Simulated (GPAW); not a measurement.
# Si (P6/mmm) in GPAW: a series of runs

One crystal, Si, is run at these levels: PBE; tasks: single point.

All numbers are computed with GPAW 26.7.0; they aren't measurements. Logs are shortened: lines on timing, memory, paths and dates and some standing lists are left out, and cuts for length are marked. The log counts tension as positive stress, the text compression.

### 1 The structure

It takes space group P6/mmm (No. 191, hexagonal). The conventional cell has a = 2.621 Å, b = 2.621 Å, c = 2.466 Å, α = 90.00°, β = 90.00°, γ = 120.00°. Si (site symmetry 6/mmm) is surrounded by 8 Si at 2.47 to 2.62 Å.

This isn't the form of Si at room conditions, which is diamond.

### 2 Single point, PBE

Contents of run.py:

```python
from ase.dft.bandgap import bandgap
from ase.io import read, write
from ase.units import GPa
from gpaw import GPAW, PW

atoms = read('Si.xyz')

calc = GPAW(mode=PW(600),
            xc='PBE',
            kpts={'size': (12, 12, 11), 'gamma': True},
            occupations={'name': 'methfessel-paxton', 'order': 0, 'width': 0.014},
            nbands=8,
            convergence={'density': 1e-05, 'energy': 1e-05},
            maxiter=150,
            txt='gpaw.txt')
atoms.calc = calc
energy = atoms.get_potential_energy()
forces = atoms.get_forces()
stress = atoms.get_stress()
calc.write('gs.gpw')
write('result.traj', atoms)
print(f'Energy: {energy:.6f} eV')
print('Forces (eV/A):')
print(forces.round(4))
print('Stress (GPa):', (stress / GPa).round(3))
print('Fermi level:', round(calc.get_fermi_level(), 4), 'eV')
print(f'Gap: {bandgap(calc)[0]:.4f} eV, direct: {bandgap(calc, direct=True)[0]:.4f} eV')
```

Contents of Si.xyz:

```xyz
1
Lattice="2.6205428149 0.0000000000 0.0000000000 -1.3102714075 2.2694566494 0.0000000000 0.0000000000 0.0000000000 2.4663543900" Properties=species:S:1:pos:R:3 pbc="T T T"
Si     0.0000000000      0.0000000000      0.0000000000
```

Potentials or basis: GPAW PAW data sets (gpaw-data 1.2.1), pw.

Launch:

```sh
> OMP_NUM_THREADS=1 python run.py
```

gpaw.txt:

```text
__  _  _
 | _ |_)|_||  |
 |__||  | ||/\| - 26.7.0

Input parameters:
  mode=PW(ecut=600.0),
  convergence={'density': 1e-05, 'energy': 1e-05},
  kpts=MonkhorstPack(size=(12, 12, 11), gamma=True),
  maxiter=150,
  nbands=8,
  occupations=Occupations(name='methfessel-paxton', order=0, width=0.014),
  xc=XC(name='PBE')

Diagonalizing LCAO Hamiltonian
Converting LCAO to pw mode

       Si

Atoms  # Å, Bohr magnetons
|   | symbol |        x |        y |        z |    initial magnetic moments |
|---|--------|----------|----------|----------|-----------------------------|
| 0 |     Si | 0.000000 | 0.000000 | 0.000000 | ( 0.0000,  0.0000,  0.0000) |

Unit cell  # Å
| periodic |         x |        y |        z |  lengths |     angles |
|----------|-----------|----------|----------|----------|------------|
|      yes |  2.620543 | 0.000000 | 0.000000 | 2.620543 |  90.000000 |
|      yes | -1.310271 | 2.269457 | 0.000000 | 2.620543 |  90.000000 |
|      yes |  0.000000 | 0.000000 | 2.466354 | 2.466354 | 120.000000 |

Number of symmetries: 24
Symmetry operations  # r_c * U_cc + t_c -> r_c
|    | kind |            matrix            |
|----|------|------------------------------|
|  0 |  σ   |  1, 1, 0,  0,-1, 0,  0, 0, 1 |
|  1 |  C2  |  1, 1, 0,  0,-1, 0,  0, 0,-1 |
|  2 |  C6  |  1, 1, 0, -1, 0, 0,  0, 0, 1 |
|  3 |  S6  |  1, 1, 0, -1, 0, 0,  0, 0,-1 |
|  4 |  E   |  1, 0, 0,  0, 1, 0,  0, 0, 1 |
|  5 |  σ   |  1, 0, 0,  0, 1, 0,  0, 0,-1 |
|  6 |  σ   |  1, 0, 0, -1,-1, 0,  0, 0, 1 |
|  7 |  C2  |  1, 0, 0, -1,-1, 0,  0, 0,-1 |
|  8 |  σ   |  0, 1, 0,  1, 0, 0,  0, 0, 1 |
|  9 |  C2  |  0, 1, 0,  1, 0, 0,  0, 0,-1 |
| 10 |  C3  |  0, 1, 0, -1,-1, 0,  0, 0, 1 |
| 11 |  S3  |  0, 1, 0, -1,-1, 0,  0, 0,-1 |
| 12 |  C6  |  0,-1, 0,  1, 1, 0,  0, 0, 1 |
| 13 |  S6  |  0,-1, 0,  1, 1, 0,  0, 0,-1 |
| 14 |  σ   |  0,-1, 0, -1, 0, 0,  0, 0, 1 |
| 15 |  C2  |  0,-1, 0, -1, 0, 0,  0, 0,-1 |
| 16 |  σ   | -1, 0, 0,  1, 1, 0,  0, 0, 1 |
| 17 |  C2  | -1, 0, 0,  1, 1, 0,  0, 0,-1 |
| 18 |  C2  | -1, 0, 0,  0,-1, 0,  0, 0, 1 |
| 19 |  i   | -1, 0, 0,  0,-1, 0,  0, 0,-1 |
| 20 |  C3  | -1,-1, 0,  1, 0, 0,  0, 0, 1 |
| 21 |  S3  | -1,-1, 0,  1, 0, 0,  0, 0,-1 |
| 22 |  σ   | -1,-1, 0,  0, 1, 0,  0, 0, 1 |
| 23 |  C2  | -1,-1, 0,  0, 1, 0,  0, 0,-1 |

BZ-sampling:
  Number of BZ points: 1584
  Number of IBZ points: 114

  Monkhorst-Pack size: [12, 12, 11]
  Monkhorst-Pack shift: [0.041666666666666664, 0.041666666666666664, 0.0]

K-points  # in reciprocal-cell coordinates
|     |                                coordinates |     weight |
|-----|--------------------------------------------|------------|
|   0 | ( -0.00000000,  -0.00000000,   0.00000000) | 0.00063131 |
|   1 | ( -0.00000000,  -0.00000000,   0.09090909) | 0.00126263 |
|   2 | ( -0.00000000,  -0.00000000,   0.18181818) | 0.00126263 |
|   3 | ( -0.00000000,  -0.00000000,   0.27272727) | 0.00126263 |
|   4 | ( -0.00000000,  -0.00000000,   0.36363636) | 0.00126263 |
|   5 | ( -0.00000000,  -0.00000000,   0.45454545) | 0.00126263 |
|   6 | (  0.08333333,  -0.00000000,   0.00000000) | 0.00378788 |
|   7 | (  0.08333333,  -0.00000000,   0.09090909) | 0.00757576 |
|   8 | (  0.08333333,  -0.00000000,   0.18181818) | 0.00757576 |
|   9 | (  0.08333333,  -0.00000000,   0.27272727) | 0.00757576 |
| ... |                                            |            |
| 113 | (  0.50000000,   0.50000000,   0.45454545) | 0.00378788 |

Plane wave coefficients: 501
Cutoff: 600.0 eV

Spin-components: 1 (collinear spins)
Bands:           8
Projectors:      5
Spin-degeneracy: 2
Datatype:        complex128

Parallelization:
  kpt:    1
  domain: 1
  band:   1

Density:
  Valence electrons: 4.0
  Components: 1
  Grid points: [15 15 14]
  Charge: 0.0  # |e|

Potential:
  Grid points: [15 15 14]

species:
  Si:
    name:    Silicon
    Z:       14.0
    valence: 4
    core:    10
    charge:  0.0  # [|e|]
    compensation charges:
      type: gauss
      rc: 0.33  # [Å]
      lmax: 2
    cutoffs:
      filter: 1.86  # [Å]
      core: 2.06  # [Å]
    projectors
    | kind |    occ | energy [eV] | rcut [Å] |
    |------|--------|-------------|----------|
    |   3s |  2.000 |     -10.812 |    1.058 |
    |   3p |  2.000 |      -4.081 |    1.058 |
    |    s |        |      16.399 |    1.058 |
    |    p |        |      23.130 |    1.058 |
    |    d |        |       0.000 |    1.058 |

    Using partial waves for Si as LCAO basis

Reference energy: -7886.344250  # eV

eigensolver:
  PPCG
  Converge bands: occupied
  niter=2

density mixing:
  MSR1-Mixer
  Pratt-step length: 0.05
  Maximum mixing coefficient: 0.75
  Old densities: 10
  SVD Regularization: 0.005
  Good broyden scale: 1.0
  Trust region scale: 1.0
  Backstep threshold: 4.0
  History deletion threshold: 6.0
  Fourier metric: weight=20.0, sigma=0.015

occupation numbers:
  Methfessel-Paxton:
    width: 0.0140  # eV
    order: 0

poisson solver:
  ecut: 4800.0  # eV

xc functional:
  name: PBE with 2 nearest neighbor stencil

convergence criteria:
- Maximum integral of absolute [dens]ity change: 1e-05 electrons / valence electron
- Maximum [total energy] change in last 3 cyles: 1e-05 eV / valence electron
- Maximum integral of absolute [eigenst]ate change: 4e-08 eV^2 / valence electron
maximum number of iterations: 150

SCF iterations
|iter     | |      energy | eigst |  dens |
|---------|-|-------------|-------|-------|
|iter:   1| |   -5.072487 | -0.11 |       |
|iter:   2| |   -5.075417 | -3.16 | -1.13 |
|iter:   3| |   -5.091994 | -3.30 | -1.15 |
|iter:   4| |   -5.093954 | -4.08 | -1.64 |
|iter:   5| |   -5.093946 | -6.42 | -2.78 |
|iter:   6| |   -5.093946c| -8.80c| -3.75 |
|iter:   7| |   -5.093946c| -8.67c| -4.19 |
|iter:   8| |   -5.093946c| -9.66c| -5.34c|

Converged in 8 steps
Energy contributions relative to reference atoms: (reference = -7886.344250)

Energy contributions:
  Kinetic:           5.859145
  Coulomb:          -4.148173
  Zero:             -0.019039
  External:          0.000000
  Xc:               -6.785819
  Entropy:          -0.000119
  Spinorbit:         0.000000
  ----------------------------
  Free energy:      -5.094006
  Extrapolated:     -5.093946

dipole moment: (-2.853889, -4.943080, -5.371941)  # |e|*Ang

Fermi level: 8.957
Eigenvalues  # (at kpt = [-0.000, -0.000, 0.000])
| band index |      eig [eV] | occ [0-2] |
|------------|---------------|-----------|
|          0 |        -5.149 |     2.000 |
|          1 |        16.505 |     0.000 |
|          2 |        17.026 |     0.000 |
|          3 |        19.391 |     0.000 |
|          4 |        19.391 |     0.000 |
|          5 |        21.288 |     0.000 |
|          6 |        21.288 |     0.000 |
|          7 |        26.837 |     0.000 |

No gap
No difference between direct/indirect transitions

Forces  # eV/Ang
|       x |       y |       z |
|---------|---------|---------|
| 0.00000 | 0.00000 | 0.00000 |  # Si   0

Stress tensor  # eV/Ang^3
|         x |         y |         z |
|-----------|-----------|-----------|
| -0.011140 | -0.000000 |  0.000000 |
| -0.000000 | -0.011140 |  0.000000 |
|  0.000000 |  0.000000 | -0.044225 |

# Writing to gs.gpw (mode='')
```

Wall time 6.8 s (1 thread of Arm Neoverse V2, shared host); peak memory 0.13 GiB.

Results:

| Property | Result |
| --- | --- |
| Free energy | -5.0940 eV |
| Pressure | 3.6 GPa |
| Band gap on the k mesh | none (metal or under the smearing width) |

Stress tensor (GPa, compression positive):
```
1.78 0.00 0.00
0.00 1.78 0.00
0.00 0.00 7.09
```

### 3 Single point, PBE

Edit run.py of step 2 so:

```diff
@@ -2,6 +2,7 @@
 from ase.io import read, write
-from ase.units import GPa
+from ase.units import Bohr, GPa
 from gpaw import GPAW, PW
+from gpaw.elf import elf_from_dft_calculation
 
-atoms = read('Si.xyz')
+atoms = read('POSCAR')
 
@@ -10,3 +11,3 @@
             kpts={'size': (12, 12, 11), 'gamma': True},
-            occupations={'name': 'methfessel-paxton', 'order': 0, 'width': 0.014},
+            occupations={'name': 'methfessel-paxton', 'order': 0, 'width': 0.020999999999999998},
             nbands=8,
@@ -27 +28,6 @@
 print(f'Gap: {bandgap(calc)[0]:.4f} eV, direct: {bandgap(calc, direct=True)[0]:.4f} eV')
+
+# fields on the real-space grid
+write('density.cube', atoms, data=calc.get_pseudo_density() * Bohr**3)
+write('potential.cube', atoms, data=calc.get_electrostatic_potential())
+write('elf.cube', atoms, data=elf_from_dft_calculation(calc).data)
```

Contents of POSCAR:

```
Si
1.0
    2.6205428149      0.0000000000      0.0000000000
   -1.3102714075      2.2694566494      0.0000000000
    0.0000000000      0.0000000000      2.4663543900
Si
1
Direct
    0.0000000000      0.0000000000      0.0000000000
```

Potentials or basis: GPAW PAW data sets (gpaw-data 1.2.1), pw.

Launch:

```sh
> OMP_NUM_THREADS=1 python run.py
```

gpaw.txt:

```text
__  _  _
 | _ |_)|_||  |
 |__||  | ||/\| - 26.7.0

Input parameters:
  mode=PW(ecut=600.0),
  convergence={'density': 1e-05, 'energy': 1e-05},
  kpts=MonkhorstPack(size=(12, 12, 11), gamma=True),
  maxiter=150,
  nbands=8,
  occupations=Occupations(name='methfessel-paxton', order=0, width=0.020999999999999998),
  xc=XC(name='PBE')

Diagonalizing LCAO Hamiltonian
Converting LCAO to pw mode

       Si

Atoms  # Å, Bohr magnetons
|   | symbol |        x |        y |        z |    initial magnetic moments |
|---|--------|----------|----------|----------|-----------------------------|
| 0 |     Si | 0.000000 | 0.000000 | 0.000000 | ( 0.0000,  0.0000,  0.0000) |

Unit cell  # Å
| periodic |         x |        y |        z |  lengths |     angles |
|----------|-----------|----------|----------|----------|------------|
|      yes |  2.620543 | 0.000000 | 0.000000 | 2.620543 |  90.000000 |
|      yes | -1.310271 | 2.269457 | 0.000000 | 2.620543 |  90.000000 |
|      yes |  0.000000 | 0.000000 | 2.466354 | 2.466354 | 120.000000 |

Number of symmetries: 24
Symmetry operations  # r_c * U_cc + t_c -> r_c
|    | kind |            matrix            |
|----|------|------------------------------|
|  0 |  σ   |  1, 1, 0,  0,-1, 0,  0, 0, 1 |
|  1 |  C2  |  1, 1, 0,  0,-1, 0,  0, 0,-1 |
|  2 |  C6  |  1, 1, 0, -1, 0, 0,  0, 0, 1 |
|  3 |  S6  |  1, 1, 0, -1, 0, 0,  0, 0,-1 |
|  4 |  E   |  1, 0, 0,  0, 1, 0,  0, 0, 1 |
|  5 |  σ   |  1, 0, 0,  0, 1, 0,  0, 0,-1 |
|  6 |  σ   |  1, 0, 0, -1,-1, 0,  0, 0, 1 |
|  7 |  C2  |  1, 0, 0, -1,-1, 0,  0, 0,-1 |
|  8 |  σ   |  0, 1, 0,  1, 0, 0,  0, 0, 1 |
|  9 |  C2  |  0, 1, 0,  1, 0, 0,  0, 0,-1 |
| 10 |  C3  |  0, 1, 0, -1,-1, 0,  0, 0, 1 |
| 11 |  S3  |  0, 1, 0, -1,-1, 0,  0, 0,-1 |
| 12 |  C6  |  0,-1, 0,  1, 1, 0,  0, 0, 1 |
| 13 |  S6  |  0,-1, 0,  1, 1, 0,  0, 0,-1 |
| 14 |  σ   |  0,-1, 0, -1, 0, 0,  0, 0, 1 |
| 15 |  C2  |  0,-1, 0, -1, 0, 0,  0, 0,-1 |
| 16 |  σ   | -1, 0, 0,  1, 1, 0,  0, 0, 1 |
| 17 |  C2  | -1, 0, 0,  1, 1, 0,  0, 0,-1 |
| 18 |  C2  | -1, 0, 0,  0,-1, 0,  0, 0, 1 |
| 19 |  i   | -1, 0, 0,  0,-1, 0,  0, 0,-1 |
| 20 |  C3  | -1,-1, 0,  1, 0, 0,  0, 0, 1 |
| 21 |  S3  | -1,-1, 0,  1, 0, 0,  0, 0,-1 |
| 22 |  σ   | -1,-1, 0,  0, 1, 0,  0, 0, 1 |
| 23 |  C2  | -1,-1, 0,  0, 1, 0,  0, 0,-1 |

BZ-sampling:
  Number of BZ points: 1584
  Number of IBZ points: 114

  Monkhorst-Pack size: [12, 12, 11]
  Monkhorst-Pack shift: [0.041666666666666664, 0.041666666666666664, 0.0]

K-points  # in reciprocal-cell coordinates
|     |                                coordinates |     weight |
|-----|--------------------------------------------|------------|
|   0 | ( -0.00000000,  -0.00000000,   0.00000000) | 0.00063131 |
|   1 | ( -0.00000000,  -0.00000000,   0.09090909) | 0.00126263 |
|   2 | ( -0.00000000,  -0.00000000,   0.18181818) | 0.00126263 |
|   3 | ( -0.00000000,  -0.00000000,   0.27272727) | 0.00126263 |
|   4 | ( -0.00000000,  -0.00000000,   0.36363636) | 0.00126263 |
|   5 | ( -0.00000000,  -0.00000000,   0.45454545) | 0.00126263 |
|   6 | (  0.08333333,  -0.00000000,   0.00000000) | 0.00378788 |
|   7 | (  0.08333333,  -0.00000000,   0.09090909) | 0.00757576 |
|   8 | (  0.08333333,  -0.00000000,   0.18181818) | 0.00757576 |
|   9 | (  0.08333333,  -0.00000000,   0.27272727) | 0.00757576 |
| ... |                                            |            |
| 113 | (  0.50000000,   0.50000000,   0.45454545) | 0.00378788 |

Plane wave coefficients: 501
Cutoff: 600.0 eV

Spin-components: 1 (collinear spins)
Bands:           8
Projectors:      5
Spin-degeneracy: 2
Datatype:        complex128

Parallelization:
  kpt:    1
  domain: 1
  band:   1

Density:
  Valence electrons: 4.0
  Components: 1
  Grid points: [15 15 14]
  Charge: 0.0  # |e|

Potential:
  Grid points: [15 15 14]

species:
  Si:
    name:    Silicon
    Z:       14.0
    valence: 4
    core:    10
    charge:  0.0  # [|e|]
    compensation charges:
      type: gauss
      rc: 0.33  # [Å]
      lmax: 2
    cutoffs:
      filter: 1.86  # [Å]
      core: 2.06  # [Å]
    projectors
    | kind |    occ | energy [eV] | rcut [Å] |
    |------|--------|-------------|----------|
    |   3s |  2.000 |     -10.812 |    1.058 |
    |   3p |  2.000 |      -4.081 |    1.058 |
    |    s |        |      16.399 |    1.058 |
    |    p |        |      23.130 |    1.058 |
    |    d |        |       0.000 |    1.058 |

    Using partial waves for Si as LCAO basis

Reference energy: -7886.344250  # eV

eigensolver:
  PPCG
  Converge bands: occupied
  niter=2

density mixing:
  MSR1-Mixer
  Pratt-step length: 0.05
  Maximum mixing coefficient: 0.75
  Old densities: 10
  SVD Regularization: 0.005
  Good broyden scale: 1.0
  Trust region scale: 1.0
  Backstep threshold: 4.0
  History deletion threshold: 6.0
  Fourier metric: weight=20.0, sigma=0.015

occupation numbers:
  Methfessel-Paxton:
    width: 0.0210  # eV
    order: 0

poisson solver:
  ecut: 4800.0  # eV

xc functional:
  name: PBE with 2 nearest neighbor stencil

convergence criteria:
- Maximum integral of absolute [dens]ity change: 1e-05 electrons / valence electron
- Maximum [total energy] change in last 3 cyles: 1e-05 eV / valence electron
- Maximum integral of absolute [eigenst]ate change: 4e-08 eV^2 / valence electron
maximum number of iterations: 150

SCF iterations
|iter     | |      energy | eigst |  dens |
|---------|-|-------------|-------|-------|
|iter:   1| |   -5.072516 | -0.10 |       |
|iter:   2| |   -5.075445 | -3.16 | -1.13 |
|iter:   3| |   -5.092024 | -3.30 | -1.15 |
|iter:   4| |   -5.093984 | -4.08 | -1.64 |
|iter:   5| |   -5.093976 | -6.43 | -2.79 |
|iter:   6| |   -5.093976c| -8.79c| -3.75 |
|iter:   7| |   -5.093976c| -8.67c| -4.19 |
|iter:   8| |   -5.093976c| -9.67c| -5.35c|

Converged in 8 steps
Energy contributions relative to reference atoms: (reference = -7886.344250)

Energy contributions:
  Kinetic:           5.859142
  Coulomb:          -4.148170
  Zero:             -0.019039
  External:          0.000000
  Xc:               -6.785819
  Entropy:          -0.000179
  Spinorbit:         0.000000
  ----------------------------
  Free energy:      -5.094065
  Extrapolated:     -5.093976

dipole moment: (-2.853889, -4.943080, -5.371941)  # |e|*Ang

Fermi level: 8.957
Eigenvalues  # (at kpt = [-0.000, -0.000, 0.000])
| band index |      eig [eV] | occ [0-2] |
|------------|---------------|-----------|
|          0 |        -5.149 |     2.000 |
|          1 |        16.505 |     0.000 |
|          2 |        17.026 |     0.000 |
|          3 |        19.391 |     0.000 |
|          4 |        19.391 |     0.000 |
|          5 |        21.288 |     0.000 |
|          6 |        21.288 |     0.000 |
|          7 |        26.837 |     0.000 |

No gap
No difference between direct/indirect transitions

Forces  # eV/Ang
|        x |        y |       z |
|----------|----------|---------|
| -0.00000 | -0.00000 | 0.00000 |  # Si   0

Stress tensor  # eV/Ang^3
|         x |         y |         z |
|-----------|-----------|-----------|
| -0.011140 | -0.000000 |  0.000000 |
| -0.000000 | -0.011140 |  0.000000 |
|  0.000000 |  0.000000 | -0.044224 |

# Writing to gs.gpw (mode='')
```

stdout:

```text
Energy: -5.093976 eV
Forces (eV/A):
[[-0. -0.  0.]]
Stress (GPa): [-1.785 -1.785 -7.086  0.     0.    -0.   ]
Fermi level: 8.9572 eV
Gap: 0.0000 eV, direct: 0.0000 eV
```

Run time: 6.3 s. Hardware: 1 thread of Arm Neoverse V2, shared host; peak memory 0.13 GiB.

Results:

```yaml
Free_energy: -5.0941 eV
Pressure: 3.6 GPa
Band_gap_on_the_k_mesh: none (metal or under the smearing width)
```

### 4 Single point, PBE

Contents of run.py:

```python
from ase.dft.bandgap import bandgap
from ase.io import read, write
from ase.units import GPa
from gpaw import GPAW, PW

atoms = read('Si.xyz')

calc = GPAW(mode=PW(600),
            xc='PBE',
            kpts={'size': (12, 12, 11), 'gamma': True},
            occupations={'name': 'methfessel-paxton', 'order': 0, 'width': 0.025},
            nbands=8,
            convergence={'density': 1e-05, 'energy': 1e-05},
            maxiter=150,
            txt='gpaw.txt')
atoms.calc = calc
energy = atoms.get_potential_energy()
forces = atoms.get_forces()
stress = atoms.get_stress()
calc.write('gs.gpw')
write('result.traj', atoms)
print(f'Energy: {energy:.6f} eV')
print('Forces (eV/A):')
print(forces.round(4))
print('Stress (GPa):', (stress / GPa).round(3))
print('Fermi level:', round(calc.get_fermi_level(), 4), 'eV')
print(f'Gap: {bandgap(calc)[0]:.4f} eV, direct: {bandgap(calc, direct=True)[0]:.4f} eV')
```

Si.xyz is that of step 2.

Launch:

```sh
> OMP_NUM_THREADS=1 python run.py
```

Run time: 6.1 s. Hardware: 1 thread of Arm Neoverse V2, shared host; peak memory 0.13 GiB.

Results (log left out):

- Free energy: -5.0941 eV
- Pressure: 3.6 GPa
- Band gap on the k mesh: none (metal or under the smearing width)

Stress tensor (GPa, compression positive):
```
1.79 0.00 0.00
0.00 1.79 0.00
0.00 0.00 7.08
```

Levels at points of the mesh, in eV from the Fermi level:
```
           k point  band 1  band 2  band 3  band 4
(0.00, 0.00, 0.00)  -14.11    7.55    8.07   10.43
(0.50, 0.50, 0.00)   -7.59   -6.78    5.22    6.55
```

### 5 Single point, PBE

Edit run.py of step 4 so:

```diff
@@ -5,3 +5,3 @@
 
-atoms = read('Si.xyz')
+atoms = read('POSCAR')
 
@@ -10,3 +10,3 @@
             kpts={'size': (12, 12, 11), 'gamma': True},
-            occupations={'name': 'methfessel-paxton', 'order': 0, 'width': 0.025},
+            occupations={'name': 'methfessel-paxton', 'order': 0, 'width': 0.028000000000000004},
             nbands=8,
```

POSCAR is that of step 3.

Launch:

```sh
> OMP_NUM_THREADS=1 python run.py
```

Wall time 6 s (1 thread of Arm Neoverse V2, shared host); peak memory 0.13 GiB.

Results (log left out):

| Property | Result |
| --- | --- |
| Free energy | -5.0941 eV |
| Pressure | 3.6 GPa |
| Band gap on the k mesh | none (metal or under the smearing width) |

Stress tensor (GPa, compression positive):
```
1.79 0.00 0.00
0.00 1.79 0.00
0.00 0.00 7.08
```

Levels at points of the mesh, in eV from the Fermi level:
```csv
k point,band 1,band 2,band 3,band 4
"(0.00, 0.00, 0.00)",-14.11,7.55,8.07,10.43
"(0.50, 0.50, 0.00)",-7.59,-6.78,5.22,6.55
```

### 6 The reference run

An earlier run on the cell as given: functional PBE; potentials or basis GPAW PAW data sets (gpaw-data 1.2.1); cutoff 600 eV; basis pw; k mesh 12 × 12 × 11; occupations fermi-dirac, width 0.05 eV; no spin polarisation.

* Pressure: 3.6 GPa
* Band gap on the k mesh: none (metal or under the smearing width)

### 7 Summary

```csv
smearing,gap on the mesh (eV),pressure (GPa)
gaussian 0.014 eV,none,3.6
gaussian 0.021 eV,none,3.6
gaussian 0.025 eV,none,3.6
gaussian 0.028 eV,none,3.6
fermi-dirac 0.05 eV,none,3.6
```

Alike in all rows: task single point; level PBE; potentials or basis GPAW PAW data sets (gpaw-data 1.2.1), pw; no spin polarisation; cell as given; k mesh 12 × 12 × 11; cutoff (eV) 600.

Every run on the cell as given and a fine mesh finds a metal.

Absolute energies hang on the potentials; compare differences alone.
